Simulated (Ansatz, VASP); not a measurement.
**Two plane-wave programs on Au**

```
Au
1.0
     0.00000    3.11672    3.11672
     3.11672    0.00000    3.11672
     3.11672    3.11672    0.00000
Au
3
Direct
  0.25000 0.25000 0.25000
  0.75000 0.75000 0.75000
  0.50000 0.50000 0.50000
```

Alike in both runs: task relaxation of cell and atoms; functional PBE; k mesh 6 × 6 × 6; occupations gaussian, width 0.1 eV; no spin polarisation.

|  | VASP | Ansatz |
| --- | --- | --- |
| version | VASP 6.6.1 | Ansatz 0.2.0 |
| potentials or method | VASP PAW PBE potentials, release 64 (Au) | scalar-relativistic, plane waves, PAW |
| plane-wave cutoff (eV) | 600 | 420 |
| valence electrons in the cell | 33 | 57 |

|  | VASP | Ansatz | Ansatz less VASP |
| --- | --- | --- | --- |
| gap on the k mesh at the Fermi level, each at its own relaxed structure (eV) | none | none | - |
| relaxed volume (Å³/atom) | 21.51 | 21.59 | +0.073 |
| relaxed cell length with the largest relative difference (Å) | 4.502 | 4.507 | +0.0051 |
| energy change over the relaxation (meV/atom) | -28 | -29 | -1.0 |

A gap of «none» marks a metal or a gap that the smearing closes. The two sets of potentials don't hold the same shells in valence.

The runs have no spin-orbit coupling, so splittings on Au are missing.
